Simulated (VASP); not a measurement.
## VASP 6.6.1 run: SrO

INCAR

```
LCHARG = .FALSE.
LREAL = .FALSE.
GGA = PE
EDIFF = 1E-7
NELM = 60
NSW = 0
IBRION = -1
SIGMA = 0.02
LWAVE = .FALSE.
ISMEAR = -1
NBANDS = 12
ENCUT = 520
PREC = Accurate
ALGO = All
ISIF = 2
LASPH = .TRUE.
```

KPOINTS

```
KPOINTS created by Atomic Simulation Environment
0
Gamma
8 8 8
0 0 0
```

POSCAR

```
Sr O
 1.0000000000000000
     0.0000000000000000    2.6314901723999999    2.6314901723999999
     2.6314901723999999    0.0000000000000000    2.6314901723999999
     2.6314901723999999    2.6314901723999999    0.0000000000000000
 Sr  O
   1   1
Cartesian
  0.0000000000000000  0.0000000000000000  0.0000000000000000
  2.6314901723999999  2.6314901723999999  2.6314901723999999
```

The recommended PBE PAW datasets give the neutral cell 16 valence electrons.

Command

```
mpirun -np 1 vasp_std
```

OSZICAR

```
N       E                     dE             d eps       ncg     rms           ort
DAV:   1     0.772939938349E+02    0.77294E+02   -0.94732E+03   348   0.132E+03
DAV:   2    -0.106314850223E+02   -0.87925E+02   -0.80346E+02   348   0.245E+02
DAV:   3    -0.141473582103E+02   -0.35159E+01   -0.34897E+01   348   0.482E+01
DAV:   4    -0.142440969411E+02   -0.96739E-01   -0.96691E-01   348   0.729E+00
DAV:   5    -0.142464705229E+02   -0.23736E-02   -0.23735E-02   348   0.804E-01
SDA:   6    -0.684145708042E+01    0.74050E+01   -0.23735E-02   348   0.280E+02   0.000E+00
CGA:   7    -0.116192021526E+02   -0.47777E+01   -0.47133E+01   348   0.736E+00  -0.590E+00
CGA:   8    -0.119841408385E+02   -0.36494E+00   -0.37302E+00   348   0.187E+00  -0.332E-01
CGA:   9    -0.120360027833E+02   -0.51862E-01   -0.52018E-01   348   0.293E-01  -0.188E-02
CGA:  10    -0.120430804994E+02   -0.70777E-02   -0.70770E-02   348   0.372E-02   0.750E-04
...
CGA:  17    -0.120459599167E+02   -0.13272E-04   -0.13269E-04   348   0.137E-04   0.128E-07
CGA:  18    -0.120459658065E+02   -0.58898E-05   -0.58647E-05   348   0.597E-05   0.268E-06
CGA:  19    -0.120459683790E+02   -0.25726E-05   -0.26006E-05   348   0.300E-05  -0.330E-06
CGA:  20    -0.120459695513E+02   -0.11723E-05   -0.11596E-05   348   0.164E-05   0.215E-06
CGA:  21    -0.120459703984E+02   -0.84711E-06   -0.82638E-06   348   0.689E-06   0.185E-06
CGA:  22    -0.120459708282E+02   -0.42977E-06   -0.43152E-06   348   0.414E-06  -0.889E-08
SDA:  23    -0.120459710293E+02   -0.20109E-06   -0.22891E-06   348   0.614E-06  -0.161E-06
CGA:  24    -0.120459711299E+02   -0.10059E-06   -0.11331E-06   348   0.121E-06   0.577E-07
CGA:  25    -0.120459711985E+02   -0.68661E-07   -0.67148E-07   348   0.534E-07   0.121E-07
   1 F= -.12045971E+02 E0= -.12045971E+02  d E =-.154270E-10
```

From OUTCAR

```
k-points           NKPTS =     29   k-points in BZ     NKDIM =     29   number of bands    NBANDS=     12

   NELECT =      16.0000    total number of electrons

   dimension x,y,z NGX =    28 NGY =   28 NGZ =   28
   dimension x,y,z NGXF=    56 NGYF=   56 NGZF=   56

  energy-cutoff  :      520.00
  volume of cell :       36.44
      direct lattice vectors                 reciprocal lattice vectors
     0.000000000  2.631490172  2.631490172    -0.190006410  0.190006410  0.190006410
     2.631490172  0.000000000  2.631490172     0.190006410 -0.190006410  0.190006410
     2.631490172  2.631490172  0.000000000     0.190006410  0.190006410 -0.190006410

 k-points in reciprocal lattice and weights: KPOINTS created by Atomic Simulation Env
   0.00000000  0.00000000  0.00000000       0.002
   0.12500000  0.00000000  0.00000000       0.016
   0.25000000  0.00000000  0.00000000       0.016
   0.37500000  0.00000000  0.00000000       0.016
   0.50000000  0.00000000  0.00000000       0.008
   0.12500000  0.12500000  0.00000000       0.012
   0.25000000  0.12500000  0.00000000       0.047
   0.37500000  0.12500000  0.00000000       0.047
   ...

 E-fermi :   1.7422

 k-point     1 :       0.0000    0.0000    0.0000
  band No.  band energies     occupation
      1     -31.2968      2.00000
      2     -13.6547      2.00000
      3     -12.9984      2.00000
      4     -12.9984      2.00000
      5     -12.9984      2.00000
      6       1.3475      2.00000
      7       1.3475      2.00000
      8       1.3475      2.00000
      9       4.8519      0.00000
     10       7.3980      0.00000
     11       7.3980      0.00000
     12       7.3980      0.00000

 k-point     2 :       0.1250    0.0000    0.0000
  band No.  band energies     occupation
      1     -31.2822      2.00000
      2     -14.0424      2.00000
      3     -13.0088      2.00000
      4     -13.0088      2.00000
      5     -12.6485      2.00000
      6       0.9120      2.00000
      7       1.1745      2.00000
      8       1.1745      2.00000
      9       5.5261      0.00000
     10       7.2521      0.00000
     11       7.6800      0.00000
     12       7.6800      0.00000

 k-point     3 :       0.2500    0.0000    0.0000
  band No.  band energies     occupation
      1     -31.2467      2.00000
      2     -14.5714      2.00000
      3     -13.0336      2.00000
      4     -13.0336      2.00000
      5     -12.2105      2.00000
      6       0.1360      2.00000
      7       0.7978      2.00000
      8       0.7979      2.00000
      9       6.9380      0.00000
     10       7.2285      0.00000
     11       8.4420      0.00000
     12       8.4420      0.00000

 k-point     4 :       0.3750    0.0000    0.0000
  band No.  band energies     occupation
      1     -31.2108      2.00000
      2     -14.9516      2.00000
      3     -13.0580      2.00000
      4     -13.0580      2.00000
      5     -11.9216      2.00000
      6      -0.4693      2.00000
      7       0.4655      2.00000
      8       0.4655      2.00000
      9       7.4054      0.00000
     10       8.5187      0.00000
     11       9.3586      0.00000
     12       9.3586      0.00000

 ...

  Total       -0.5932714     -0.5932714     -0.5932714     -0.0000000      0.0000000      0.0000000
  in kB      -26.0812694    -26.0812694    -26.0812694     -0.0000000      0.0000000      0.0000000
  external PRESSURE =     -26.0812694 kB  Pullay stress =       0.0000000 kB

 POSITION                                       TOTAL-FORCE (eV/Angst)
 -----------------------------------------------------------------------------------
      0.00000      0.00000      0.00000         0.000000      0.000000      0.000000
      2.63149      2.63149      2.63149         0.000000     -0.000000     -0.000000
 -----------------------------------------------------------------------------------
    total drift:                                0.000000      0.000000      0.000000

  FREE ENERGIE OF THE ION-ELECTRON SYSTEM (eV)
  ---------------------------------------------------
  free  energy   TOTEN  =       -12.0459711985 eV

  energy  without entropy=      -12.0459711985  energy(sigma->0) =      -12.04597120
```

It converged. Results: gap between bands v and c on the k mesh 3.29 eV; least direct gap on the k mesh 3.42 eV; pressure -2.6 GPa. Band v is the last that the valence electrons fill when counted band by band, and c is the next.

For comparison, a separate PBE run of the intended cell, on usual settings and not on those above, gives a gap of 3.29 eV on its mesh and a pressure of -2.6 GPa.

The run above took about 20 s on one core of a shared host (Intel Xeon Platinum 8488C) and held 0.17 GiB at most.
